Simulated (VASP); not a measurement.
# Bi (Im-3m) in VASP: further runs, part 2 of 2

VASP 6.6.1. The steps go on from the part before.

## Step 3: Relaxation of cell and atoms, PBE+D3(BJ)

The input, INCAR:

```
SYSTEM = Bi
ALGO = Normal
EDIFF = 1E-7
EDIFFG = -0.005
ENCUT = 600
GGA = PE
IBRION = 2
ISIF = 3
ISMEAR = 0
IVDW = 12
LASPH = .True.
LCHARG = .False.
LREAL = .False.
LWAVE = .False.
NELM = 100
NSW = 70
PREC = Accurate
SIGMA = 0.1
```

The input, KPOINTS:

```
k-points
0
Gamma
  16 16 16
  0 0 0
```

The input, POSCAR:

```
Bi
1.0
   -1.9918029236      1.9918029236      1.9918029236
    1.9918029236     -1.9918029236      1.9918029236
    1.9918029236      1.9918029236     -1.9918029236
Bi
1
Direct
    0.0000000000      0.0000000000      0.0000000000
```

Potentials or basis: VASP PAW PBE potentials, release 64 (Bi_d).

The run is started by

```sh
> cat potpaw_PBE.64/Bi_d/POTCAR > POTCAR
> mpirun -np 1 vasp_std > vasp.out
```

OUTCAR:

```text
SYSTEM = Bi
   EDIFF = 1E-7
   EDIFFG = -0.005
   ENCUT = 600
   GGA = PE
   IBRION = 2
   ISIF = 3
   ISMEAR = 0
   IVDW = 12
   LASPH = .True.
   LREAL = .False.
   NELM = 100
   NSW = 70
   PREC = Accurate
 IVDW          = 12

 ion  position               nearest neighbor table
   1  0.000  0.000  0.000-

  LATTYP: Found a body centered cubic cell.
 ALAT       =     3.9836058472

  Lattice vectors:

 A1 = (  -1.9918029236,   1.9918029236,   1.9918029236)
 A2 = (   1.9918029236,  -1.9918029236,   1.9918029236)
 A3 = (   1.9918029236,   1.9918029236,  -1.9918029236)

Analysis of symmetry for initial positions (statically):
=====================================================================
 Subroutine PRICEL returns:
 Original cell was already a primitive cell.

 Routine SETGRP: Setting up the symmetry group for a
 body centered cubic supercell.

 Subroutine GETGRP returns: Found 48 space group operations
 (whereof 48 operations were pure point group operations)
 out of a pool of 48 trial point group operations.

The static configuration has the point symmetry O_h .

Analysis of symmetry for dynamics (positions and initial velocities):
=====================================================================
 Subroutine PRICEL returns:
 Original cell was already a primitive cell.

 Routine SETGRP: Setting up the symmetry group for a
 body centered cubic supercell.

 Subroutine GETGRP returns: Found 48 space group operations
 (whereof 48 operations were pure point group operations)
 out of a pool of 48 trial point group operations.

The dynamic configuration has the point symmetry O_h .

 Subroutine INISYM returns: Found 48 space group operations
 (whereof 48 operations are pure point group operations),
 and found     1 'primitive' translations

----------------------------------------------------------------------------------------

                                     Primitive cell

  volume of cell :      31.6082

  direct lattice vectors                    reciprocal lattice vectors
[... 100 lines left out ...]
   ISMEAR =     0;   SIGMA  =   0.10  broadening in eV -4-tet -1-fermi 0-gaus
   EFERMI_NEDOS =   21; number of points for ismear=-14 and -15
   IALGO  =     38    algorithm
   IMIX   =      4    mixing-type and parameters
     AMIX     =   0.40;   BMIX     =  1.00
     AMIX_MAG =   1.60;   BMIX_MAG =  1.00
  volume/ion in A,a.u.               =      31.61       213.30
  Fermi-wavevector in a.u.,A,eV,Ry     =   1.276945  2.413076 22.185507  1.630589
  Thomas-Fermi vector in A             =   2.409573
   LORBIT       =      0    0 simple, 1 ext, 2 COOP (PROOUT), +10 PAW based schemes
   GGA     = PE    functional components
   LHFCALC =     F    Hartree Fock is set to
   AEXX    =    0.0000 exact exchange contribution
   IVDW    =    12    specifies the selected vdW correction
   LEPSILON=     F    determine dielectric tensor
   LRPA    =     F    only Hartree local field effects (RPA)
 conjugate gradient relaxation of ions
 non-spin polarized calculation
 Gauss-broadening in eV      SIGMA  =   0.10
  energy-cutoff  :      600.00
  volume of cell :       31.61
 maximum number of plane-waves:      1088
   NGX = 13   NGY = 13   NGZ = 13

--------------------------------------- Ionic step        1  -------------------------------------------

 number of electron      14.9999998 magnetization

 Free energy of the ion-electron system (eV)
  ---------------------------------------------------
  ext. energy  EPLUGINS =         0.00000000
  ---------------------------------------------------
  free energy    TOTEN  =        -3.75619741 eV

  energy without entropy =       -3.75157163  energy(sigma->0) =       -3.75388452

------------------------ aborting loop because EDIFF is reached ----------------------------------------

 Edisp (eV)   -0.49889

 E8    (eV) :    -0.2454
[... 69 lines left out ...]
--------------------------------------- Ionic step        3  -------------------------------------------

 number of electron      14.9999998 magnetization

 Free energy of the ion-electron system (eV)
  ---------------------------------------------------
  ext. energy  EPLUGINS =         0.00000000
  ---------------------------------------------------
  free energy    TOTEN  =        -3.74370888 eV

  energy without entropy =       -3.74011277  energy(sigma->0) =       -3.74191082

 E-fermi :   8.3351     XC(G=0): -10.4555

 val. band max:        8.3051418805   @ k =  -0.4375   0.5000   0.1250
 cond. band min:       8.3521352412   @ k =   0.3125   0.1250   0.0625
 fundamental gap:      0.0469933607
 Fermi energy:         8.3351075687

 k-point     1 :       0.0000    0.0000    0.0000
  band No.  band energies     occupation
      1     -14.7216      2.00000
      2     -14.7216      2.00000
      3     -14.7216      2.00000
      4     -14.5778      2.00000
      5     -14.5778      2.00000
      6      -5.4133      2.00000
      7      13.7155      0.00000
      8      13.7155      0.00000
      9      13.7155      0.00000
     10      17.9207      0.00000
     11      18.8299      0.00000
[... 309 lines left out ...]
 k-point    24 :       0.2500    0.1875    0.0000
  band No.  band energies     occupation
      1     -14.7359      2.00000
      2     -14.6771      2.00000
      3     -14.6002      2.00000
      4     -14.5925      2.00000
      5     -14.5389      2.00000
      6      -2.9201      2.00000
      7       5.2910      2.00000
      8       8.2088      1.92604
      9      11.3478      0.00000
     10      16.4251      0.00000
     11      17.8580      0.00000

 [... further k-points ...]

------------------------ aborting loop because EDIFF is reached ----------------------------------------

 Edisp (eV)   -0.52386

 E8    (eV) :    -0.2574
[... 24 lines left out ...]
  FREE ENERGIE OF THE ION-ELECTRON SYSTEM (eV)
  ---------------------------------------------------
  free  energy   TOTEN  =        -4.2675713614 eV

  energy  without entropy=       -4.2639752550  energy(sigma->0) =       -4.26577331

 reached required accuracy - stopping structural energy minimisation
```

Run time: 1.9 min. Hardware: 1 thread of Intel Xeon Platinum 8259CL at 2.50GHz (Skylake/Cascade Lake), shared host; peak memory 0.22 GiB.

What came out:

```
Free energy                            : -4.2676 eV
Relaxed volume                         : 30.08 Å³/atom
Relaxed cell                           : a = 3.394 Å, b = 3.394 Å, c = 3.394 Å, α = 109.47°, β = 109.47°, γ = 109.47°
Space group after relaxing (to 0.05 Å) : Im-3m (No. 229)
Energy gained by relaxing              : 12.5 meV/atom
Ionic steps                            : 3
Pressure after relaxing                : 0.0 GPa
Band gap on the k mesh                 : none (metal or under the smearing width)
Dispersion energy per atom             : -0.524 eV
```

Step by step:
| step | energy change (eV) | largest force (eV/Å) | pressure (GPa) | volume (Å³) |
| --- | --- | --- | --- | --- |
| 1 | 0.0000 | 0.0000 | -2.49 | 31.61 |
| 2 | -0.0097 | 0.0000 | 1.38 | 29.41 |
| 3 | -0.0125 | 0.0000 | 0.00 | 30.08 |

Final structure:
```
CELL_PARAMETERS angstrom
-1.95926 1.95926 1.95926
1.95926 -1.95926 1.95926
1.95926 1.95926 -1.95926
ATOMIC_POSITIONS crystal
Bi 0.00000 0.00000 0.00000
```

Caveat: spin-orbit coupling is left out, which moves the levels of the heavy elements; pairwise dispersion overbinds metals, which lowers pressure and volume.
